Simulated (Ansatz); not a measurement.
## Strain response of ZrS₂

These are results of DFT r2SCAN, scalar-relativistic, plane waves, PAW (Ansatz 0.2.0), not measurements. Run with 500 eV cutoff, 12×12×6 k-mesh, Gaussian smearing of 0.02 eV, no spin polarisation.

The relaxed crystal:

```
CELL_PARAMETERS angstrom
3.69100 0.00000 0.00000
-1.84550 3.19650 0.00000
0.00000 0.00000 6.09632
ATOMIC_POSITIONS crystal
Zr 0.00000 0.00000 0.00000
S 0.66667 0.33333 0.76433
S 0.33333 0.66667 0.23567
```

Deformation: biaxial strain in the a-b plane, with the length and tilt of c and the atoms relaxed, all within the symmetry that the strain leaves. Energies are extrapolated to zero smearing. Gaps are generalised Kohn–Sham gaps over the whole zone.

```csv
strain (%),ΔE (meV/atom),a (Å),b (Å),c (Å),gap (eV)
-3.0,22.8,3.580,3.580,6.169,1.04
-2.0,9.9,3.617,3.617,6.147,1.19
-1.0,2.4,3.654,3.654,6.127,1.33
+0.0,0.0,3.691,3.691,6.096,1.37
+1.0,2.3,3.728,3.728,6.073,1.41
+2.0,9.1,3.765,3.765,6.045,1.45
+3.0,20.1,3.802,3.802,6.016,1.49
```

(1) What stiffness (1/V) d²E/dε² at zero strain does a cubic fit over all points give?

(2) How does the free axis c answer a small strain?

(3) How fast does the gap move with strain on either side?

## Answers

(1) A cubic fit gives (1/V) d²E/dε² = 319 GPa at zero strain (twice the biaxial modulus).

(2) Between the innermost points its strain is -0.44 times the applied one.

(3) 43 meV per percent on the compressed side and 45 meV per percent on the stretched side; it is indirect at -1.0 %, indirect at zero and indirect at +1.0 %.